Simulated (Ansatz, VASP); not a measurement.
## Two plane-wave programs on Fe

The input INCAR:

```
SYSTEM = Fe
PREC = Accurate
ENCUT = 520
EDIFF = 1E-6
ISMEAR = -1
SIGMA = 0.05
LREAL = .False.
LASPH = .True.
NELM = 150
ALGO = Normal
ISIF = 2
LWAVE = .False.
LCHARG = .False.
ISPIN = 2
MAGMOM = 2.497
LORBIT = 11
LMAXMIX = 4
GGA = RP
NBANDS = 14
```

File KPOINTS:

```
regular mesh
0
Gamma
  15 15 15
  0 0 0
```

File POSCAR:

```
Fe
1.0
    2.4627189462      0.0000000000      0.0000000000
    0.0000000000      2.4627189462      0.0000000000
    0.0000000000      0.0000000000      2.4627189462
Fe
1
Direct
    0.0000000000      0.0000000000      0.0000000000
```

Input for Ansatz:

```yaml
crystal:
  lattice:
    - [2.4627189462, 0.0, 0.0]
    - [0.0, 2.4627189462, 0.0]
    - [0.0, 0.0, 2.4627189462]
  atoms:
    - { symbol: Fe, position: [0.0, 0.0, 0.0], spin: 2.497 }
hamiltonian:
  xc: rpbe
  pseudopotentials:
    kind: paw
    azcp:
      Fe: "pseudopotentials/Fe.paw.azcp"
basis:
  ecutwfc: 420
  fft_grid_basis: typed
kpoints:
  mp_grid: { grid: [15, 15, 15], shift: [0, 0, 0] }
magnetization:
  spin_polarized: true
scf:
  occupations: { method: fermi_dirac, width: 0.05 }
  lower_state_search: "off"
output:
  stress: true
```

Alike in both runs: task single point; functional RPBE; k mesh 15 × 15 × 15; occupations fermi-dirac, width 0.05 eV; collinear spin.

|  | VASP | Ansatz |
| --- | --- | --- |
| version | VASP 6.6.1 | Ansatz 0.2.0 |
| potentials or method | VASP PAW PBE potentials, release 64 (Fe) | plane waves (420 eV) with PAW, scalar-relativistic |
| plane-wave cutoff (eV) | 520 | 420 |
| valence electrons in the cell | 8 | 16 |

Ansatz gave:

| Item | Value |
| --- | --- |
| pressure (GPa) | -5.6 |
| net moment per atom (μB) | 2.68 |
| size of the moment on the site where the two differ most (μB) | 2.67 |

What did VASP give for the same quantities?

Pressure (GPa): -5.5; net moment per atom (μB): 2.69; size of the moment on the site where the two differ most (μB): 2.69.

Site moments also hang on the region over which each program counts them. The two sets of potentials don't hold the same shells in valence.

Caveats: the PAW data sets were made with another functional, which shifts forces and pressure a little (VASP).
